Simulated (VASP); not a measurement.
## CdSe: band structure with PBEsol

CdSe:

```xyz
2
Lattice="0.0000 3.0462 3.0462 3.0462 0.0000 3.0462 3.0462 3.0462 0.0000" Properties=species:S:1:pos:R:3 pbc="T T T"
Cd    0.0000    0.0000    0.0000
Se    1.5231    1.5231    1.5231
```

The cell was built by a generator and needn't be a form met in nature.

* Program: VASP 6.6.1
* Task: band structure
* Functional: PBEsol
* Potentials or basis: VASP PAW PBE potentials, release 64 (Cd, Se)
* Cutoff: 520 eV
* k mesh: 8 × 8 × 8
* Occupations: gaussian, width 0.03 eV
* Spin: no spin polarisation
* Further INCAR settings: ALGO = Normal; EDIFF = 1e-06; NBANDS = 16

* Pressure: 0.1 GPa
* Band gap on the k mesh: 0.47 eV, direct
* Band gap along the path: 0.47 eV, direct

Levels at the corners of the path, in eV from the valence-band top:
```csv
point,band 5,band 6,band 7,band 8,band 9,band 10,band 11,band 12,band 13,band 14
Γ,-7.52,-7.52,0.00,0.00,0.00,0.47,5.85,5.85,5.85,9.58
X,-7.46,-7.17,-4.11,-1.86,-1.86,3.01,3.67,8.96,10.10,10.10
X,-7.46,-7.17,-4.11,-1.86,-1.86,3.01,3.67,8.96,10.10,10.10
W,-7.52,-7.04,-4.01,-2.25,-2.23,4.97,5.10,6.36,7.46,10.40
W,-7.52,-7.04,-4.01,-2.25,-2.23,4.97,5.10,6.36,7.46,10.40
K,-7.49,-7.08,-4.04,-2.55,-1.53,3.60,5.07,8.12,8.52,8.56
K,-7.49,-7.08,-4.04,-2.55,-1.53,3.60,5.07,8.12,8.52,8.56
Γ,-7.52,-7.52,0.00,0.00,0.00,0.47,5.85,5.85,5.85,9.58
Γ,-7.52,-7.52,0.00,0.00,0.00,0.47,5.85,5.85,5.85,9.58
L,-7.50,-7.23,-4.42,-0.75,-0.75,2.28,6.36,6.36,7.27,9.86
L,-7.50,-7.23,-4.42,-0.75,-0.75,2.28,6.36,6.36,7.27,9.86
U,-7.49,-7.08,-4.04,-2.55,-1.53,3.60,5.07,8.12,8.52,8.56
U,-7.49,-7.08,-4.04,-2.55,-1.53,3.60,5.07,8.12,8.52,8.56
W,-7.52,-7.04,-4.01,-2.25,-2.23,4.97,5.10,6.36,7.46,10.40
W,-7.52,-7.04,-4.01,-2.25,-2.23,4.97,5.10,6.36,7.46,10.40
L,-7.50,-7.23,-4.42,-0.75,-0.75,2.28,6.36,6.36,7.27,9.86
L,-7.50,-7.23,-4.42,-0.75,-0.75,2.28,6.36,6.36,7.27,9.86
K,-7.49,-7.08,-4.04,-2.55,-1.53,3.60,5.07,8.12,8.52,8.56
U,-7.49,-7.08,-4.04,-2.55,-1.53,3.60,5.07,8.12,8.52,8.56
X,-7.46,-7.17,-4.11,-1.86,-1.86,3.01,3.67,8.96,10.10,10.10
```

Core levels (eV, on the scale of the bands):
```csv
atom,levels
1 Cd,"1s -26514.8, 2s -3931.9, 2p -3527.2, 3s -728.8, 3p -596.1, 3d -388.5, 4s -100.9, 4p -62.0"
2 Se,"1s -12495.9, 2s -1599.4, 2p -1405.8, 3s -206.1, 3p -145.6, 3d -45.8"
```

Wall time 64 s on 1 thread of Intel(R) Xeon(R) Platinum 8259CL CPU @ 2.50GHz (Skylake/Cascade Lake), with other jobs on the host, peak memory 0.19 GiB.

Caveat: the PAW data sets were made with another functional, which shifts forces and pressure a little. PBEsol gaps usually lie below the measured ones, often by a third to a half.
